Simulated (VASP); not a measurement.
Runs of VASP 6.6.1 on InP. The structure is cubic, space group F-43m (No. 216). Conventional cell: a = 5.879 Å, b = 5.879 Å, c = 5.879 Å, α = 90.00°, β = 90.00°, γ = 90.00°. Around In (site symmetry -43m) lie 4 P at 2.55 Å. P (site symmetry -43m) is surrounded by 4 In at 2.55 Å. The cell is a database's computed one.

| level | potentials or basis | k mesh | cutoff (eV) | smearing | gap on the mesh (eV) | pressure (GPa) |
| --- | --- | --- | --- | --- | --- | --- |
| PBEsol | VASP PAW PBE potentials, release 64 (In_d, P_h) | 10 × 10 × 10 | 900 | gaussian 0.02 eV | 0.57 | 0.0 |
| PBEsol | VASP PAW PBE potentials, release 64 (In_d, P) | 10 × 10 × 10 | 520 | gaussian 0.5 eV | 0.57 | 0.0 |
| PBEsol | VASP PAW PBE potentials, release 64 (In_d, P) | 10 × 10 × 10 | 700 | gaussian 0.02 eV | 0.57 | 0.0 |
| r2SCAN | VASP PAW PBE potentials, release 64 (In_d, P) | 10 × 10 × 10 | 520 | gaussian 0.02 eV | (a) | 0.9 |
| PBEsol | VASP PAW PBE potentials, release 64 (In_d, P) | 16 × 16 × 16 | 520 | gaussian 0.02 eV | 0.57 | 0.0 |

Alike in all rows: task single point; no spin polarisation; cell as given.

Question: Fill in the values left out.

Answer: (a) 1.12.

Caveats: the PAW data sets were made with another functional, which shifts forces and pressure a little; spin-orbit coupling is left out, which moves the levels of the heavy elements.

A k mesh can miss the band edges, and the runs leave out spin-orbit coupling on In.

Not every run made on this cell is shown here.
